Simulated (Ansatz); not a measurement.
Run this with the Ansatz DFT code, driven from Python and show what comes out.

The script, `csi_dfpt.py`:
```python
"""Zone-centre and zone-boundary phonons of CsI by linear response."""

from pathlib import Path
import warnings

import ansatz
import numpy as np

warnings.simplefilter("ignore", ansatz.DeckWarning)

vectors = np.array([
    [4.5667, 0.0, 0.0],
    [0.0, 4.5667, 0.0],
    [0.0, 0.0, 4.5667],
])
csi = (
    ansatz.Lattice.of(vectors)
    .atom("Cs", [0.0, 0.0, 0.0])
    .atom("I", [0.5, 0.5, 0.5])
)

calc = csi.calculation()
calc = calc.functional(ansatz.Functional.LDA)
calc = calc.pseudopotentials("paw").occupations(ansatz.OccupationsMethod.COLD, width=0.01)
calc = calc.kpoints(4, 4, 4).phonons("dfpt")
out = calc.run(threads=1, backend="cpu", runs_dir="runs")
ph = out.phonons

print("Gamma modes (1/cm):", " ".join(f"{w:.1f}" for w in ph.gamma_omega_inv_cm))
print("in meV:", " ".join(f"{w * 0.1239842:.2f}" for w in ph.gamma_omega_inv_cm))
```

```console
$ python csi_dfpt.py
Gamma modes (1/cm): 0.0 0.0 0.0 47.7 47.7 47.7
in meV: 0.00 0.00 0.00 5.91 5.91 5.91
```

The cell isn't relaxed first, so the values belong to this volume. No non-analytic term is added, so at the zone centre the longitudinal optical modes of a polar crystal aren't split off. The starting cell is as deposited in a crystallographic database; the results hold for this polymorph, which needn't be the stable one. The structure is taken as given; imaginary modes can come from an unrelaxed or unstable start. By the engine's processor time: 7.6 s on 1 thread of Intel(R) Xeon(R) Processor @ 2.30GHz, with other jobs on the host, peak memory 0.71 GiB.
